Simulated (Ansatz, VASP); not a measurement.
# PbS in VASP and in Ansatz

INCAR

```
ALGO = Normal ; EDIFF = 1E-6
ENCUT = 520 ; GGA = PS
ISIF = 2 ; ISMEAR = 0
LASPH = T ; LCHARG = F
LREAL = F ; LWAVE = F
NBANDS = 17 ; NELM = 100
PREC = Accurate ; SIGMA = 0.02
```

The input KPOINTS:

```
k-points
0
Gamma
  9 9 9
```

File POSCAR:

```
PbS
1.0
    2.1627529148      1.2486659775      3.4819824424
   -2.1627529148      1.2486659775      3.4819824424
    0.0000000000     -2.4973319552      3.4819824424
Pb S
1 1
Direct
    0.9776688383      0.9776688383      0.9776688383
    0.4779324917      0.4779324917      0.4779324917
```

Input for Ansatz:

```yaml
crystal:
  lattice:
    - [2.1627529148, 1.2486659775, 3.4819824424]
    - [-2.1627529148, 1.2486659775, 3.4819824424]
    - [0.0, -2.4973319552, 3.4819824424]
  atoms:
    - { symbol: Pb, position: [0.9776688383, 0.9776688383, 0.9776688383] }
    - { symbol: S, position: [0.4779324917, 0.4779324917, 0.4779324917] }
basis:
  ecutwfc: 420
kpoints:
  mp_grid: { grid: [9, 9, 9] }
hamiltonian:
  xc: pbesol
scf:
  occupations: { method: gaussian, width: 0.02 }
output:
  forces: true
  stress: true
  eigenvalues: true
```

Alike in both runs: task single point; functional PBEsol; k mesh 9 × 9 × 9; occupations gaussian, width 0.02 eV; no spin polarisation.

|  | VASP | Ansatz |
| --- | --- | --- |
| version | VASP 6.6.1 | Ansatz 0.2.0 |
| potentials or method | VASP PAW PBE potentials, release 64 (Pb_d, S) | scalar-relativistic, plane waves, PAW |
| plane-wave cutoff (eV) | 520 | 420 |
| valence electrons in the cell | 20 | 20 |

```csv
,VASP,Ansatz,Ansatz less VASP
gap on the k mesh at the Fermi level (eV),0.75,0.75,-0.003
least direct gap on the mesh (eV),0.81,0.81,-0.003
pressure (GPa),-4.6,-4.6,+0.05
largest component of the traceless stress (GPa),0.39,0.39,0.000
```

Caveats: the PAW data sets were made with another functional, which shifts forces and pressure a little (VASP). The runs have no spin-orbit coupling, so splittings on Pb are missing.
